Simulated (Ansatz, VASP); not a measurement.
# Cross-check of NaB between VASP and Ansatz, part 2 of 2

Wanted: the spread between two codes on one cell, functional and k mesh. The cell is taken from a series of runs on this material, whose earlier steps may have relaxed, scaled, displaced or heated it; both programs get it as it stands.

VASP 6.6.1 and Ansatz 0.2.0.

So far: Starting point; VASP: relaxation of cell and atoms, PBEsol, pair 1; Ansatz: relaxation of cell and atoms, PBEsol, pair 1; Side by side.

## Step 5: VASP: relaxation of cell and atoms, PBEsol, pair 2

Level of this step: PBEsol; plane waves and PAW (Na_pv, B) (VASP).

The relaxed volume is the usual yardstick between codes: in a stiff, nearly cubic crystal its relative difference is about their pressure difference at one cell divided by the bulk modulus. This pair takes another cell of the material, with 8 atoms against 4 for the pair before.

Contents of INCAR:

```
SYSTEM = NaB
PREC = Accurate
ENCUT = 500
EDIFF = 1E-07
NELM = 120
ISMEAR = 1
SIGMA = 0.2
LREAL = .FALSE.
ALGO = Normal
GGA = PS
NBANDS = 28
LORBIT = 11
LWAVE = .FALSE.
LCHARG = .FALSE.
ISIF = 3
IBRION = 2
NSW = 80
EDIFFG = -0.005
LASPH = .TRUE.
GGA_COMPAT = .FALSE.
NELMIN = 4
KPAR = 2
```

Contents of POSCAR:

```
NaB
1.0
    5.0826260000     -3.9988950000      0.0000000000
    5.0826260000      3.9988950000      0.0000000000
   -1.0385570000      0.0000000000      3.1073260000
Na B
4 4
Direct
    0.4715258264      0.8108033018      0.1498024346
    0.8108033509      0.4715258755      0.6498024346
    0.1891966491      0.5284741245      0.3501975654
    0.5284741736      0.1891966982      0.8501975654
    0.0914410831      0.0782306837      0.7081365135
    0.0782307329      0.0914411322      0.2081365135
    0.9217693000      0.9085589006      0.7918638083
    0.9085588515      0.9217692508      0.2918638083
```

Contents of KPOINTS:

```
Automatic mesh
0
Gamma
6 6 12
0 0 0
```

The projector-augmented-wave data sets are Na_pv and B (PBE family, release 64).

On the command line:

```sh
mpirun -np 2 vasp_std
```

Numbers of over 12 decimals in the logs are rounded to 6 here.

The program printed:

```text
[banner, memory and clock lines left out]
running    2 mpi-ranks, on    1 nodes
[...]
[... a notice as in an earlier step ...]

 LDA part: xc-table for (Slater+PW92), standard interpolation
 POSCAR, INCAR and KPOINTS ok, starting setup
[...]
entering main loop
       N       E                     dE             d eps       ncg     rms          rms(c)
DAV:   1     0.350892533160E+03    0.35089E+03   -0.19839E+04  7336   0.151E+03
DAV:   2    -0.568992904095E+01   -0.35658E+03   -0.34715E+03  7476   0.413E+02
DAV:   3    -0.363843217798E+02   -0.30694E+02   -0.30123E+02  9168   0.132E+02
DAV:   4    -0.373489520122E+02   -0.96463E+00   -0.95173E+00  8976   0.214E+01
[...]
DAV:  12    -0.319010157936E+02   -0.12404E-05   -0.10409E-05  8736   0.167E-02    0.279E-03
DAV:  13    -0.319010155287E+02    0.26495E-06   -0.13174E-06  7508   0.567E-03    0.104E-03
DAV:  14    -0.319010154497E+02    0.78933E-07   -0.18561E-07  6652   0.241E-03
   1 F= -.31901015E+02 E0= -.31902362E+02  d E =-.319010E+02
[...]
DAV:   3    -0.319010555076E+02    0.62125E-04   -0.88979E-05  9448   0.116E-01    0.874E-03
DAV:   4    -0.319010518900E+02    0.36176E-05   -0.81819E-06  9224   0.306E-02    0.193E-03
DAV:   5    -0.319010517456E+02    0.14445E-06   -0.28029E-07  6180   0.433E-03    0.753E-04
DAV:   6    -0.319010517475E+02   -0.19145E-08   -0.65035E-08  4540   0.317E-03
   2 F= -.31901052E+02 E0= -.31902388E+02  d E =-.362977E-04
 trial-energy change:   -0.000036  1 .order   -0.000037   -0.000147    0.000073
 step:   0.6640(harm=  0.6693)  dis= 0.00037  next Energy=   -31.901064 (dE=-0.485E-04)
[...]
N       E                     dE             d eps       ncg     rms          rms(c)
DAV:   1    -0.319010888817E+02   -0.37136E-04   -0.11149E-03  8124   0.396E-01    0.371E-02
DAV:   2    -0.319010711452E+02    0.17737E-04   -0.44985E-05  9600   0.807E-02    0.192E-02
DAV:   3    -0.319010645285E+02    0.66167E-05   -0.10003E-05  9436   0.389E-02    0.293E-03
DAV:   4    -0.319010640085E+02    0.51997E-06   -0.91699E-07  9100   0.103E-02    0.645E-04
DAV:   5    -0.319010639745E+02    0.33943E-07   -0.30699E-08  4436   0.145E-03
   3 F= -.31901064E+02 E0= -.31902404E+02  d E =-.485248E-04
[...]
reached required accuracy - stopping structural energy minimisation
```

Parts of OUTCAR (step 5):

```text
  Total        0.0115558      0.0158050     -0.0040757      0.0000000      0.0000000      0.0043466
  in kB        0.1464627      0.2003190     -0.0516567      0.0000000      0.0000000      0.0550905
  external PRESSURE =       0.0983750 kB  Pullay stress =       0.0000000 kB

 POSITION                                       TOTAL-FORCE (eV/Angst)
 -----------------------------------------------------------------------------------
      6.36350      1.35674      0.46504        -0.000016     -0.002062     -0.001135
      5.84395     -1.35674      2.01949        -0.000016      0.002062     -0.001135
      3.28463      1.35674      1.08840         0.000016     -0.002062      0.001135
      2.76507     -1.35674      2.64286         0.000016      0.002062      0.001135
      0.12712     -0.05290      2.20157         0.001885     -0.000652      0.000764
      0.64668      0.05290      0.64711         0.001885      0.000652      0.000764
      8.48190     -0.05290      2.46079        -0.001885     -0.000652     -0.000764
      9.00146      0.05290      0.90633        -0.001885      0.000652     -0.000764
 -----------------------------------------------------------------------------------
    total drift:                               -0.000111     -0.000056     -0.000050

  FREE ENERGIE OF THE ION-ELECTRON SYSTEM (eV)
  ---------------------------------------------------
  free  energy   TOTEN  =       -31.9010639745 eV

  energy  without entropy=      -31.9050839546  energy(sigma->0) =      -31.90240397

[... 1 part as in an earlier step ...]

[... 3 further parts left out ...]
[key lines of the parts left out:]
E-fermi :   2.9700
```

The run keeps the 4 symmetry operations of its start, so it cannot find a distortion of lower symmetry.

## Step 6: Ansatz: relaxation of cell and atoms, PBEsol, pair 2

The same cell, functional, mesh and smearing now go to Ansatz, which takes its cutoff from its data sets.

The cell is taken from a series of runs on this material, whose earlier steps may have relaxed, scaled, displaced or heated it; both programs get it as it stands.

Contents of input.yaml:

```yaml
crystal:
  lattice:
    - [5.0826259541, -3.9988954735, 0.0]
    - [5.0826259541, 3.9988954735, 0.0]
    - [-1.0385569689, 0.0, 3.1073264149]
  atoms:
    - { symbol: Na, position: [0.4715258481, 0.8108033557, 0.1498024617] }
    - { symbol: Na, position: [0.8108033557, 0.4715258481, 0.6498024617] }
    - { symbol: Na, position: [0.1891966443, 0.5284741519, 0.3501975383] }
    - { symbol: Na, position: [0.5284741519, 0.1891966443, 0.8501975383] }
    - { symbol: B, position: [0.091441085, 0.0782307447, 0.708136384] }
    - { symbol: B, position: [0.0782307447, 0.091441085, 0.208136384] }
    - { symbol: B, position: [0.9217692553, 0.908558915, 0.791863616] }
    - { symbol: B, position: [0.908558915, 0.9217692553, 0.291863616] }
kpoints:
  mp_grid: { grid: [6, 6, 12] }
hamiltonian:
  xc: pbesol
  pseudopotentials: { kind: paw, azcp: { folder: soft_1 }, xc_functional: pbe }
scf:
  occupations: { method: methfessel_paxton, width: 0.2 }
output:
  forces: true
  stress: true
  eigenvalues: true
relax:
  adjacent_minimum: "off"
  f_tol: 0.001
  max_steps: 60
  cell: { stress_tol: 0.01 }
```

On the command line:

```sh
ansatz run input.yaml --threads 4 --pin off --max-ram 10240MiB --backend cpu --events-out ev --progress --plain --runs-dir out
```

The program printed:

```text
[...]
Crystal: 8 atoms, lattice volume = 126.312 Å³
Basis set: ecut = 420 eV, 2485 PW (Γ), exchange–correlation on 90×90×48 points (8 copies of the dense FFT grid, shifted against one another)
Bands: 32, of which v1, the nominal top of the filled ones, is band 24 counted from 1 (23 counted from 0)
Symmetry: 4 space group operations
[...]
k-points: 131 of 432
[...]
atoms:
    - { symbol: Na, position: [0.471561, 0.810801, 0.149760] }
    - { symbol: Na, position: [0.810801, 0.471561, 0.649760] }
    - { symbol: Na, position: [0.189199, 0.528439, 0.350240] }
    - { symbol: Na, position: [0.528439, 0.189199, 0.850240] }
    - { symbol: B, position: [0.091427, 0.078220, 0.708138] }
    - { symbol: B, position: [0.078220, 0.091427, 0.208138] }
    - { symbol: B, position: [0.921780, 0.908573, 0.791862] }
    - { symbol: B, position: [0.908573, 0.921780, 0.291862] }
[key lines of the parts left out:]
SCF converged after 5 iterations
Free energy (F): -6512.303768 eV
Fermi energy:    5.275510 eV
P = ⅓ Tr σ = 0.0023 GPa (0.023 kbar)
```

## Step 7: Comparison

What differs besides the data sets and the points named for the pairs above, as far as they apply: the data sets hold 48 valence electrons in Ansatz (on its PAW soft_1 files) and 40 in VASP. Total energies have different zeros and are not compared.

Both answers:

```tsv
quantity	Ansatz	VASP	difference
volume (Å³)	126.33	126.41	-0.07 %
edge a after relaxation, in the typed setting (Å)	6.468	6.468	-0.01 %
edge c after relaxation, in the typed setting (Å)	3.276	3.278	-0.05 %
```

## Step 8: VASP: relaxation of cell and atoms, PBEsol, pair 3

The relaxed volume is the usual yardstick between codes: in a stiff, nearly cubic crystal its relative difference is about their pressure difference at one cell divided by the bulk modulus. Its start cell is another than that of the pair before, and may be another structure of the material.

INCAR is that of step 5.

Contents of POSCAR:

```
NaB
1.0
   -2.6618460000      2.6618460000      4.9008890000
    2.6618460000     -2.6618460000      4.9008890000
    2.6618460000      2.6618460000     -4.9008890000
Na B
4 4
Direct
    0.0320574563      0.0320574563      0.3710402480
    0.6610170205      0.6610170205      0.6289593763
    0.3389828775      0.9679422538      0.0000000000
    0.9679422538      0.3389828775      0.0000000000
    0.3194692984      0.5312230964      0.0000000000
    0.5312230964      0.3194692984      0.0000000000
    0.4687769036      0.4687769036      0.7882462021
    0.6805305995      0.6805305995      0.2117537979
```

Contents of KPOINTS:

```
Automatic mesh
0
Gamma
10 10 10
0 0 0
```

On the command line:

```sh
mpirun -np 2 vasp_std
```

The program printed:

```text
[... set-up lines as in an earlier step ...]
 entering main loop
       N       E                     dE             d eps       ncg     rms          rms(c)
DAV:   1     0.346955199908E+03    0.34696E+03   -0.19958E+04  5712   0.148E+03
DAV:   2    -0.332843419041E+00   -0.34729E+03   -0.33935E+03  5808   0.401E+02
DAV:   3    -0.308545930536E+02   -0.30522E+02   -0.30058E+02  7008   0.131E+02
DAV:   4    -0.318261428288E+02   -0.97155E+00   -0.95665E+00  6740   0.215E+01
[...]
DAV:  13    -0.269733607027E+02   -0.57661E-06   -0.24417E-05  6544   0.210E-02    0.325E-03
DAV:  14    -0.269733603423E+02    0.36037E-06   -0.17277E-06  5668   0.614E-03    0.134E-03
DAV:  15    -0.269733603595E+02   -0.17188E-07   -0.73669E-07  5728   0.280E-03
   1 F= -.26973360E+02 E0= -.26961627E+02  d E =-.269734E+02
[...]
2 F= -.26973292E+02 E0= -.26961468E+02  d E =0.679915E-04
[...]
3 F= -.26973518E+02 E0= -.26961743E+02  d E =-.158060E-03
[...]
4 F= -.26973518E+02 E0= -.26961742E+02  d E =-.158007E-03
[...]
5 F= -.26973526E+02 E0= -.26961757E+02  d E =-.714971E-05
 trial-energy change:   -0.000007  1 .order   -0.000007   -0.000009   -0.000005
 step:   1.3790(harm=  1.8482)  dis= 0.00025  next Energy=   -26.973527 (dE=-0.847E-05)
 reached required accuracy - stopping structural energy minimisation
```

OUTCAR, selected parts (step 8):

```text
  Total       -0.0032865     -0.0032865      0.0059627      0.0000000      0.0000000      0.0000000
  in kB       -0.0378716     -0.0378716      0.0687104      0.0000000      0.0000000      0.0000000
  external PRESSURE =      -0.0023443 kB  Pullay stress =       0.0000000 kB

 POSITION                                       TOTAL-FORCE (eV/Angst)
 -----------------------------------------------------------------------------------
      0.98771      0.98771     -1.50478        -0.002491     -0.002491     -0.001052
      1.67503      1.67503      3.39763         0.002491      0.002491     -0.001052
      1.67503     -1.67503      6.40720         0.002491     -0.002491      0.001052
     -1.67503      1.67503      6.40720        -0.002491      0.002491      0.001052
      0.56458     -0.56458      4.17011        -0.001451      0.001451      0.000590
     -0.56458      0.56458      4.17011         0.001451     -0.001451      0.000590
      2.09816      2.09816      0.73231         0.001451      0.001451     -0.000590
      0.56458      0.56458      5.63472        -0.001451     -0.001451     -0.000590
 -----------------------------------------------------------------------------------
    total drift:                                0.000192      0.000192      0.000500

  FREE ENERGIE OF THE ION-ELECTRON SYSTEM (eV)
  ---------------------------------------------------
  free  energy   TOTEN  =       -26.9735255158 eV

  energy  without entropy=      -26.9382214580  energy(sigma->0) =      -26.96175750

[... 1 part as in an earlier step ...]

[... 3 further parts left out ...]
[key lines of the parts left out:]
E-fermi :   1.1624
```

The run keeps the 8 symmetry operations of its start, so it cannot find a distortion of lower symmetry.

## Step 9: Ansatz: relaxation of cell and atoms, PBEsol, pair 3

The same cell, functional, mesh and smearing now go to Ansatz, which takes its cutoff from its data sets.

The cell is taken from a series of runs on this material, whose earlier steps may have relaxed, scaled, displaced or heated it; both programs get it as it stands.

input.yaml, the sections that differ from step 6:

```yaml
crystal:
  lattice:
    - [-2.6618458102, 2.6618458102, 4.900888775]
    - [2.6618458102, -2.6618458102, 4.900888775]
    - [2.6618458102, 2.6618458102, -4.900888775]
  atoms:
    - { symbol: Na, position: [0.0320575893, 0.0320575893, 0.3710404331] }
    - { symbol: Na, position: [0.6610171562, 0.6610171562, 0.6289595669] }
    - { symbol: Na, position: [0.3389828438, 0.9679424107, 0.0] }
    - { symbol: Na, position: [0.9679424107, 0.3389828438, 0.0] }
    - { symbol: B, position: [0.3194693078, 0.5312231556, 0.0] }
    - { symbol: B, position: [0.5312231556, 0.3194693078, 0.0] }
    - { symbol: B, position: [0.4687768444, 0.4687768444, 0.7882461522] }
    - { symbol: B, position: [0.6805306922, 0.6805306922, 0.2117538478] }
kpoints:
  mp_grid: { grid: [10, 10, 10] }
# hamiltonian, scf, output, relax: as in step 6
```

On the command line:

```sh
ansatz run input.yaml --threads 4 --pin off --max-ram 10240MiB --backend cpu --events-out ev --progress --plain --runs-dir out
```

The program printed:

```text
[...]
Crystal: 8 atoms, lattice volume = 138.899 Å³
Basis set: ecut = 420 eV, 2705 PW (Γ), exchange–correlation on 90×90×90 points (8 copies of the dense FFT grid, shifted against one another)
Bands: 32, of which v1, the nominal top of the filled ones, is band 24 counted from 1 (23 counted from 0)
Symmetry: 8 space group operations
[...]
atoms:
    - { symbol: Na, position: [0.032113, 0.032113, 0.371108] }
    - { symbol: Na, position: [0.661005, 0.661005, 0.628892] }
    - { symbol: Na, position: [0.338995, 0.967887, 0.0] }
    - { symbol: Na, position: [0.967887, 0.338995, 0.0] }
    - { symbol: B, position: [0.319498, 0.531126, 0.0] }
    - { symbol: B, position: [0.531126, 0.319498, 0.0] }
    - { symbol: B, position: [0.468874, 0.468874, 0.788371] }
    - { symbol: B, position: [0.680502, 0.680502, 0.211629] }
[key lines of the parts left out:]
SCF converged after 5 iterations
Free energy (F): -6507.386382 eV
Fermi energy:    3.256827 eV
P = ⅓ Tr σ = 0.0003 GPa (0.003 kbar)
```

## Step 10: Comparison

What differs besides the data sets and the points named for the pairs above, as far as they apply: the data sets hold 48 valence electrons in Ansatz (on its PAW soft_1 files) and 40 in VASP. Total energies have different zeros and are not compared.

Both answers:

```tsv
quantity	Ansatz	VASP	difference
volume (Å³)	138.98	139.04	-0.04 %
edge a after relaxation, in the typed setting (Å)	6.179	6.182	-0.04 %
```

## Step 11: Outcome

```yaml
difference_in_volume_relaxation_of_cell_and_atoms_pbesol_pair_1: -0.14 %
difference_in_volume_relaxation_of_cell_and_atoms_pbesol_pair_2: -0.066 %
difference_in_volume_relaxation_of_cell_and_atoms_pbesol_pair_3: -0.041 %
```

In words: The difference in volume is -0.14 % (relaxation of cell and atoms, PBEsol, pair 1), within the 1.2 % picked in this series as the mark of a large difference, as far as the stopping tolerances let one tell. The data sets hold unlike numbers of valence electrons (24 in Ansatz and 20 in VASP and 48 in Ansatz and 40 in VASP), so part of the differences comes from the potentials. 1 further run of this series is not shown here. How closely two codes agree says nothing of how well the functional describes the real material.

[Lines on the potential files, build, host, timing and source positions are cut from VASP's logs without a mark.]

[Logs are printed without paths, hosts, clocks, repeated set-up lines and the standing remarks that a program may print on its own settings, such as how far it seeks lower states.]

[Hosts, paths, dates, database ids (printed as entryN), source tags and the programs' standing remarks are cut or masked in the printed files.]
